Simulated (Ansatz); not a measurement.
Input, command and steps of an Ansatz relaxation.

```yaml
crystal:
  lattice:
    - [-1.5538924264, 1.5538924264, 7.207828034]
    - [1.5538924264, -1.5538924264, 7.207828034]
    - [1.5538924264, 1.5538924264, -7.207828034]
  atoms:
    - { symbol: Al, position: [0.0, 0.0, 0.0] }
    - { symbol: Al, position: [0.8061492637, 0.8061492637, 0.0] }
    - { symbol: Al, position: [0.1938507363, 0.1938507363, 0.0] }
    - { symbol: Ru, position: [0.6059185308, 0.6059185308, 0.0] }
    - { symbol: Ru, position: [0.3940814692, 0.3940814692, 0.0] }
basis:
  ecutwfc: 500
kpoints:
  mp_grid: { grid: [16, 16, 16] }
hamiltonian:
  xc: r2scan
scf:
  occupations: { method: gaussian, width: 0.1 }
output:
  forces: true
  stress: true
  eigenvalues: true
relax:
  adjacent_minimum: "off"
  f_tol: 0.01
  max_steps: 30
  cell: { stress_tol: 0.1, fix: [volume] }
```

```bash
ansatz run input.yaml --threads 1 --pin off --max-ram 2560MiB --backend cpu --events-out ev --progress --plain --runs-dir out
```

Computed with DFT r2SCAN, scalar-relativistic, plane waves, PAW in Ansatz 0.2.0.

The volume is held at 1.03 times that of the relaxed cell.

Of 4 frames 3 are shown, positions in Å and forces in eV/Å; the SCF threshold varies from step to step. Steps run on the plane waves of an earlier cell, with a Pulay correction in the pressure. The basis is chosen afresh for the last frame, the zero of the energies, and at times for earlier ones too; energy and pressure step there, also at an unchanged geometry.

```xyz
5
Lattice="-1.5539 1.5539 7.2078 1.5539 -1.5539 7.2078 1.5539 1.5539 -7.2078" Properties=species:S:1:pos:R:3:forces:R:3 pbc="T T T" step=1 free_energy_over_end_meV_per_atom=0.25 pressure_GPa=-5.55
Al    0.0000    0.0000    0.0000    0.0000    0.0000    0.0000
Al    0.0000    0.0000   11.6212    0.0000    0.0000    0.1238
Al    0.0000    0.0000    2.7945    0.0000    0.0000   -0.1238
Ru    0.0000    0.0000    8.7347    0.0000    0.0000    0.0612
Ru    0.0000    0.0000    5.6809    0.0000    0.0000   -0.0612
5
Lattice="-1.5537 1.5537 7.2099 1.5537 -1.5537 7.2099 1.5537 1.5537 -7.2099" Properties=species:S:1:pos:R:3:forces:R:3 pbc="T T T" step=2 free_energy_over_end_meV_per_atom=0.03 pressure_GPa=-5.38
Al    0.0000    0.0000    0.0000    0.0000    0.0000    0.0000
Al    0.0000    0.0000   11.6324    0.0000    0.0000    0.0070
Al    0.0000    0.0000    2.7875    0.0000    0.0000   -0.0070
Ru    0.0000    0.0000    8.7387    0.0000    0.0000   -0.0089
Ru    0.0000    0.0000    5.6811    0.0000    0.0000    0.0089
5
Lattice="-1.5524 1.5524 7.2218 1.5524 -1.5524 7.2218 1.5524 1.5524 -7.2218" Properties=species:S:1:pos:R:3:forces:R:3 pbc="T T T" step=4 free_energy_over_end_meV_per_atom=0.00 pressure_GPa=-5.35
Al    0.0000    0.0000    0.0000    0.0000    0.0000    0.0000
Al    0.0000    0.0000   11.6538    0.0000    0.0000    0.0018
Al    0.0000    0.0000    2.7899    0.0000    0.0000   -0.0018
Ru    0.0000    0.0000    8.7518    0.0000    0.0000   -0.0071
Ru    0.0000    0.0000    5.6919    0.0000    0.0000    0.0071
```

It took 4.5 min on 1 thread of Intel(R) Xeon(R) Platinum 8259CL CPU @ 2.50GHz (Skylake/Cascade Lake), with other jobs on the host, peak memory 1 GiB.